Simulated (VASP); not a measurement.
# Se (P4/mmm) in VASP: notebook

Runs on Se. Level: PBE+D3(BJ). Tasks: single point.

All numbers are computed with VASP 6.6.1; they aren't measurements. Logs are shortened: lines on timing, memory, paths and dates and some standing lists are left out, and cuts for length are marked.

### Step 1. The cell of the first run

It takes space group P4/mmm (No. 123, tetragonal). Conventional cell: a = 2.740 Å, b = 2.740 Å, c = 2.951 Å, α = 90.00°, β = 90.00°, γ = 90.00°. Around Se (site symmetry 4/mmm) lie 6 Se at 2.74 to 2.95 Å.

This isn't the form of Se at room conditions, which is trigonal, of chains.

### Step 2. Single point, PBE+D3(BJ) (strain -0.025 along x and y, +0.050 along z, atoms carried along)

The input, INCAR:

```
SYSTEM = Se
PREC = Accurate
ENCUT = 520
EDIFF = 1E-6
ISMEAR = 0
SIGMA = 0.15
LREAL = .FALSE.
LASPH = .TRUE.
NELM = 100
ALGO = Normal
ISIF = 2
LWAVE = .FALSE.
LCHARG = .FALSE.
GGA = PE
IVDW = 12
NBANDS = 9
```

The input, KPOINTS:

```
Automatic mesh
0
G
  16 16 16
  0 0 0
```

The input, POSCAR:

```
Se
1.0
    2.7402989445      0.0000000000      0.0000000000
    0.0000000000      2.7402989445      0.0000000000
    0.0000000000      0.0000000000      2.9510911710
Se
1
Direct
    0.0000000000      0.0000000000      0.0000000000
```

Potentials or basis: VASP PAW PBE potentials, release 64 (Se).

Started as:

```bash
> cat potpaw_PBE.64/Se/POTCAR > POTCAR
> mpirun -np 1 vasp_std > vasp.out
```

OUTCAR:

```text
SYSTEM = Se
   PREC = Accurate
   ENCUT = 520
   EDIFF = 1E-6
   ISMEAR = 0
   LREAL = .FALSE.
   LASPH = .TRUE.
   NELM = 100
   ISIF = 2
   GGA = PE
   IVDW = 12
 IVDW          = 12

 ion  position               nearest neighbor table
   1  0.000  0.000  0.000-

  LATTYP: Found a simple tetragonal cell.
 ALAT       =     2.7402989445
 C/A-ratio  =     1.0769230769

  Lattice vectors:

 A1 = (   2.7402989445,   0.0000000000,   0.0000000000)
 A2 = (   0.0000000000,   2.7402989445,   0.0000000000)
 A3 = (   0.0000000000,   0.0000000000,   2.9510911710)

Analysis of symmetry for initial positions (statically):
=====================================================================
 Subroutine PRICEL returns:
 Original cell was already a primitive cell.

 Routine SETGRP: Setting up the symmetry group for a
 simple tetragonal supercell.

 Subroutine GETGRP returns: Found 16 space group operations
 (whereof 16 operations were pure point group operations)
 out of a pool of 16 trial point group operations.

The static configuration has the point symmetry D_4h.

Analysis of symmetry for dynamics (positions and initial velocities):
=====================================================================
 Subroutine PRICEL returns:
 Original cell was already a primitive cell.

 Routine SETGRP: Setting up the symmetry group for a
 simple tetragonal supercell.

 Subroutine GETGRP returns: Found 16 space group operations
 (whereof 16 operations were pure point group operations)
 out of a pool of 16 trial point group operations.

The dynamic configuration has the point symmetry D_4h.

 Subroutine INISYM returns: Found 16 space group operations
 (whereof 16 operations are pure point group operations),
 and found     1 'primitive' translations

----------------------------------------------------------------------------------------

                                     Primitive cell

  volume of cell :      22.1604

  direct lattice vectors                    reciprocal lattice vectors
     2.740298945  0.000000000  0.000000000     0.364923689  0.000000000  0.000000000
     0.000000000  2.740298945  0.000000000     0.000000000  0.364923689  0.000000000
     0.000000000  0.000000000  2.951091171     0.000000000  0.000000000  0.338857711

  length of vectors
     2.740298945  2.740298945  2.951091171     0.364923689  0.364923689  0.338857711

  position of ions in fractional coordinates (direct lattice)
     0.000000000  0.000000000  0.000000000

  ion indices of the primitive-cell ions
   primitive index   ion index
                 1           1

----------------------------------------------------------------------------------------

 KPOINTS: Automatic mesh

Automatic generation of k-mesh.
 Grid dimensions read from file:
 generate k-points for:   16   16   16

 Generating k-lattice:

  Cartesian coordinates                     Fractional coordinates (reciprocal lattice)
     0.022807731  0.000000000  0.000000000     0.062500000  0.000000000  0.000000000
     0.000000000  0.022807731  0.000000000     0.000000000  0.062500000  0.000000000
     0.000000000  0.000000000  0.021178607     0.000000000  0.000000000  0.062500000

  Length of vectors
     0.022807731  0.022807731  0.021178607

  Shift w.r.t. Gamma in fractional coordinates (k-lattice)
     0.000000000  0.000000000  0.000000000

 Subroutine IBZKPT returns following result:
 ===========================================

 Found    405 irreducible k-points:

 Following reciprocal coordinates:
            Coordinates               Weight
  0.000000  0.000000  0.000000      1.000000
  0.062500  0.000000  0.000000      4.000000
  0.125000  0.000000  0.000000      4.000000
  0.187500  0.000000  0.000000      4.000000
  0.250000  0.000000  0.000000      4.000000
  0.312500  0.000000  0.000000      4.000000
[... 16 lines left out ...]
  0.437500  0.125000  0.000000      8.000000
  0.500000  0.125000  0.000000      4.000000
 [... further k-points ...]
   k-points           NKPTS =    405   k-points in BZ     NKDIM =    405   number of bands    NBANDS=      9
   number of dos      NEDOS =    301   number of ions     NIONS =      1
   total plane-waves  NPLWV =   9600
   dimension x,y,z NGX =    20 NGY =   20 NGZ =   24
   dimension x,y,z NGXF=    40 NGYF=   40 NGZF=   48
   ions per type =               1
   NGX,Y,Z   is equivalent  to a cutoff of  12.13, 12.13, 13.52 a.u.
   NGXF,Y,Z  is equivalent  to a cutoff of  24.27, 24.27, 27.04 a.u.
 SYSTEM =  Se
   PREC   = accura    normal or accurate (medium, high low for compatibility)
   ISTART =      0    job   : 0-new  1-cont  2-samecut
   ICHARG =      2    charge: 1-file 2-atom 10-const
   ISPIN  =      1    spin polarized calculation?
   LNONCOLLINEAR =      F non collinear calculations
   LSORBIT =      F    spin-orbit coupling
   LASPH  =      T    aspherical Exc in radial PAW
   ENCUT  =  520.0 eV  38.22 Ry    6.18 a.u.   5.10  5.10  5.49*2*pi/ulx,y,z
   NELM   =    100;   NELMIN=  2; NELMDL= -5     # of ELM steps
   EDIFF  = 0.1E-05   stopping-criterion for ELM
   LREAL  =      F    real-space projection
   EDIFFG = 0.1E-04   stopping-criterion for IOM
   NSW    =      0    number of steps for IOM
   IBRION =     -1    ionic relax: 0-MD 1-quasi-New 2-CG
   NFREE  =      0    steps in history (QN), initial steepest desc. (CG)
   ISIF   =      2    stress and relaxation
   ISYM   =      2    0-nonsym 1-usesym 2-fastsym
   POTIM  = 0.5000    time-step for ionic-motion
   TEBEG  =    0.0;   TEEND  =   0.0 temperature during run
   PSTRESS=    0.0 pullay stress
   NELECT =       6.0000    total number of electrons
   NUPDOWN=      -1.0000    fix difference up-down
   EMIN   =  10.00;   EMAX   =-10.00  energy-range for DOS
   EFERMI =   0.00;   METHOD = LEGACY
   ISMEAR =     0;   SIGMA  =   0.15  broadening in eV -4-tet -1-fermi 0-gaus
   EFERMI_NEDOS =   21; number of points for ismear=-14 and -15
   IALGO  =     38    algorithm
   IMIX   =      4    mixing-type and parameters
     AMIX     =   0.40;   BMIX     =  1.00
     AMIX_MAG =   1.60;   BMIX_MAG =  1.00
  volume/ion in A,a.u.               =      22.16       149.55
  Fermi-wavevector in a.u.,A,eV,Ry     =   1.059089  2.001388 15.261237  1.121669
  Thomas-Fermi vector in A             =   2.194422
   LORBIT       =      0    0 simple, 1 ext, 2 COOP (PROOUT), +10 PAW based schemes
   GGA     = PE    functional components
   LHFCALC =     F    Hartree Fock is set to
   AEXX    =    0.0000 exact exchange contribution
   IVDW    =    12    specifies the selected vdW correction
   LEPSILON=     F    determine dielectric tensor
   LRPA    =     F    only Hartree local field effects (RPA)
 non-spin polarized calculation
 Gauss-broadening in eV      SIGMA  =   0.15
  energy-cutoff  :      520.00
  volume of cell :       22.16
 maximum number of plane-waves:       610
   NGX = 11   NGY = 11   NGZ = 11

 number of electron       6.0000002 magnetization

 Free energy of the ion-electron system (eV)
  ---------------------------------------------------
  ext. energy  EPLUGINS =         0.00000000
  ---------------------------------------------------
  free energy    TOTEN  =        -3.31316869 eV

  energy without entropy =       -3.30750207  energy(sigma->0) =       -3.31033538

 E-fermi :   4.9063     XC(G=0):  -9.9967

 val. band max:        4.8926144152   @ k =   0.1250   0.1250   0.0000
 cond. band min:       4.9095294809   @ k =   0.3125   0.1875   0.2500
 fundamental gap:      0.0169150657
 Fermi energy:         4.9062733966

 k-point     1 :       0.0000    0.0000    0.0000
  band No.  band energies     occupation
      1     -11.3349      2.00000
      2       5.1207      0.04321
      3       6.9936      0.00000
      4       6.9936      0.00000
      5      11.5116      0.00000
      6      13.0581      0.00000
      7      13.7512      0.00000
      8      26.7783      0.00000
      9      26.7783      0.00000

 k-point     2 :       0.0625    0.0000    0.0000
  band No.  band energies     occupation
      1     -11.2721      2.00000
      2       5.1725      0.01206
      3       6.2829      0.00000
      4       7.0437      0.00000
      5      11.5802      0.00000
      6      13.3600      0.00000
      7      14.3426      0.00000
      8      25.4137      0.00000
      9      26.8282      0.00000

 k-point     3 :       0.1250    0.0000    0.0000
  band No.  band energies     occupation
      1     -11.0858      2.00000
      2       4.7679      1.80801
      3       5.3244      0.00008
      4       7.1906      0.00000
      5      11.7850      0.00000
      6      13.6432      0.00000
      7      16.0995      0.00000
      8      23.5755      0.00000
      9      25.5733      0.00000

 k-point     4 :       0.1875    0.0000    0.0000
  band No.  band energies     occupation
      1     -10.7836      2.00000
      2       3.0793      2.00000
      3       5.5650      0.00000
      4       7.4225      0.00000
      5      12.1223      0.00000
      6      13.9815      0.00000
      7      18.2019      0.00000
      8      21.8317      0.00000
      9      23.8914      0.00000

 k-point     5 :       0.2500    0.0000    0.0000
  band No.  band energies     occupation
      1     -10.3815      2.00000
      2       1.4512      2.00000
      3       5.8730      0.00000
      4       7.7181      0.00000
      5      12.5842      0.00000
      6      14.4240      0.00000
      7      19.8762      0.00000
      8      20.2680      0.00000
      9      22.3734      0.00000

 k-point     6 :       0.3125    0.0000    0.0000
  band No.  band energies     occupation
      1      -9.9100      2.00000
      2      -0.0098      2.00000
      3       6.2137      0.00000
      4       8.0430      0.00000
      5      13.1526      0.00000
      6      14.9645      0.00000
      7      18.9402      0.00000
      8      19.9849      0.00000
      9      21.0831      0.00000
[... 169 lines left out ...]
 k-point    21 :       0.3125    0.1250    0.0000
  band No.  band energies     occupation
      1      -9.6609      2.00000
      2       0.2223      2.00000
      3       5.9675      0.00000
      4       6.4103      0.00000
      5      13.4034      0.00000
      6      16.3738      0.00000
      7      18.6549      0.00000
      8      19.1716      0.00000
      9      21.0201      0.00000

 k-point    22 :       0.3750    0.1250    0.0000
  band No.  band energies     occupation
      1      -9.1784      2.00000
      2      -0.9792      2.00000
      3       6.3339      0.00000
      4       6.7293      0.00000
      5      14.0212      0.00000
      6      15.8088      0.00000
      7      18.1504      0.00000
      8      18.6782      0.00000
      9      20.0294      0.00000

 k-point    23 :       0.4375    0.1250    0.0000
  band No.  band energies     occupation
      1      -8.7890      2.00000
      2      -1.8048      2.00000
      3       6.6101      0.00000
      4       6.9636      0.00000
      5      14.5824      0.00000
      6      15.2909      0.00000
      7      17.4923      0.00000
      8      18.7372      0.00000
      9      19.2893      0.00000

 k-point    24 :       0.5000    0.1250    0.0000
  band No.  band energies     occupation
      1      -8.6336      2.00000
      2      -2.1063      2.00000
      3       6.7148      0.00000
      4       7.0507      0.00000
      5      14.8278      0.00000
      6      15.1011      0.00000
      7      17.2636      0.00000
      8      18.5495      0.00000
      9      19.2087      0.00000

 [... further k-points ...]

------------------------ aborting loop because EDIFF is reached ----------------------------------------

 Edisp (eV)   -0.39580

 E8    (eV) :    -0.1635

  FORCE on cell =-STRESS in cart. coord.  units (eV):
  Direction    XX          YY          ZZ          XY          YZ          ZX
  --------------------------------------------------------------------------------------
  -------------------------------------------------------------------------------------
  Total       0.05377     0.05377    -0.33722     0.00000     0.00000     0.00000
  in kB       3.88763     3.88763   -24.38072     0.00000     0.00000     0.00000
  external pressure =       -5.54 kB  Pullay stress =        0.00 kB

 VOLUME and BASIS-vectors are now :
 -----------------------------------------------------------------------------
  energy-cutoff  :      520.00
  volume of cell :       22.16
      direct lattice vectors                 reciprocal lattice vectors
     2.740298945  0.000000000  0.000000000     0.364923689  0.000000000  0.000000000
     0.000000000  2.740298945  0.000000000     0.000000000  0.364923689  0.000000000
     0.000000000  0.000000000  2.951091171     0.000000000  0.000000000  0.338857711

 POSITION                                       TOTAL-FORCE (eV/Angst)
 -----------------------------------------------------------------------------------
      0.00000      0.00000      0.00000         0.000000      0.000000      0.000000
 -----------------------------------------------------------------------------------
    total drift:                               -0.000000     -0.000000      0.000000

  FREE ENERGIE OF THE ION-ELECTRON SYSTEM (eV)
  ---------------------------------------------------
  free  energy   TOTEN  =        -3.7089692543 eV

  energy  without entropy=       -3.7033026366  energy(sigma->0) =       -3.70613595
```

It took 17 s on 1 thread of Intel Xeon 6975P-C (Granite Rapids), shared host; peak memory 0.19 GiB.

Results:

| Property | Result |
| --- | --- |
| Free energy | -3.7090 eV |
| Pressure | -0.6 GPa |
| Band gap on the k mesh | none (metal or under the smearing width) |
| Dispersion energy per atom | -0.396 eV |

Stress tensor (GPa, compression positive):
```
 0.39  0.00  0.00
 0.00  0.39  0.00
 0.00  0.00 -2.44
```

Levels at points of the mesh, in eV from the Fermi level:
| k point | band 1 | band 2 | band 3 | band 4 | band 5 | band 6 |
| --- | --- | --- | --- | --- | --- | --- |
| (0.00, 0.00, 0.00) | -16.24 | 0.21 | 2.09 | 2.09 | 6.61 | 8.15 |
| (0.50, 0.00, 0.00) | -13.79 | -7.25 | 1.95 | 3.75 | 9.70 | 12.10 |
| (0.50, 0.50, 0.00) | -11.30 | -5.08 | -5.08 | 2.92 | 3.54 | 13.26 |
| (0.00, 0.00, 0.50) | -14.66 | -6.86 | 3.15 | 3.15 | 9.80 | 11.88 |
| (0.50, 0.00, 0.50) | -12.23 | -5.75 | -4.56 | 2.86 | 4.69 | 13.75 |
| (0.50, 0.50, 0.50) | -9.70 | -3.79 | -3.79 | -2.52 | 5.28 | 6.12 |

Caveat: pairwise dispersion overbinds metals, which lowers pressure and volume.

[end of part 1 of 2]
